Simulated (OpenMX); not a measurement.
Ge:

```xyz
2
Lattice="1.4881 -2.5947 0.0000 1.4881 2.5947 0.0000 0.0000 0.0000 4.7276" Properties=species:S:1:pos:R:3 pbc="T T T"
Ge    1.4881    0.8643    1.1819
Ge    1.4881   -0.8643    3.5457
```

This isn't the form of Ge at room conditions, which is diamond.

| Property | Result |
| --- | --- |
| Program | OpenMX 3.8.5 |
| Task | single point |
| Functional | PBE |
| Potentials or basis | OpenMX 2013 PBE set, Ge7.0-s3p2d2, grid cutoff 300 Ry |
| k mesh | 11 × 11 × 7 |
| Occupations | fermi-dirac, width 0.05 eV |
| Spin | no spin polarisation |

On this cell: pressure 5.0 GPa; largest force 0.004 eV/Å; band gap on the k mesh none (metal or under the smearing width).

The same run follows on a disturbed copy (atoms moved at random, drawn with an rms of 0.05 Å):

```
Ge
1.0
     1.48805   -2.59469    0.00000
     1.48805    2.59469    0.00000
     0.00000    0.00000    4.72760
Ge
2
Direct
  0.32710 0.67936 0.25322
  0.67910 0.33589 0.74526
```

What does the disturbed cell give?

The energy (extrapolated to zero smearing) moves by +0.7 meV/atom; pressure 5.1 GPa; largest force 0.101 eV/Å; band gap on the k mesh none (metal or under the smearing width).

Forces in eV/Å, atoms in the order of the input:
```
Ge   0.000  0.016 -0.100
Ge   0.000 -0.016  0.100
```

Caveats: the basis of atomic orbitals isn't converged, which shifts pressures, moduli and gaps.
